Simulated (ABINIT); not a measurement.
The system is SrO.

```
CELL_PARAMETERS angstrom
0.00000 2.56630 2.56630
2.56630 0.00000 2.56630
2.56630 2.56630 0.00000
ATOMIC_POSITIONS crystal
Sr 0.50000 0.50000 0.50000
O 0.00000 0.00000 0.00000
```

Base run:

| Quantity | Value |
| --- | --- |
| Program | ABINIT 10.8.3 (patched build) |
| Functional | SOGGA |
| Potentials or basis | JTH PAW PBE v2.0 |
| Cutoff | 626 eV |
| k mesh | 9 × 9 × 9 |
| Occupations | fermi-dirac, width 0.05 eV |
| Spin | no spin polarisation |

Its results: band gap on the k mesh 3.21 eV, indirect (least direct gap 3.29 eV); pressure -1.2 GPa.

**Question.** The run is repeated on the same cell with these changes: functional from SOGGA to PBE. What comes out?

**Answer.** Band gap on the k mesh 3.37 eV, indirect (least direct gap 3.45 eV); pressure 3.0 GPa.

PBE binds less tightly than SOGGA, so the same cell stands under more pressure.

Caveats: the PAW data sets were made with another functional, which shifts forces and pressure a little (some runs); an odd mesh through Γ misses points on the zone boundary, where band edges often lie (some runs).
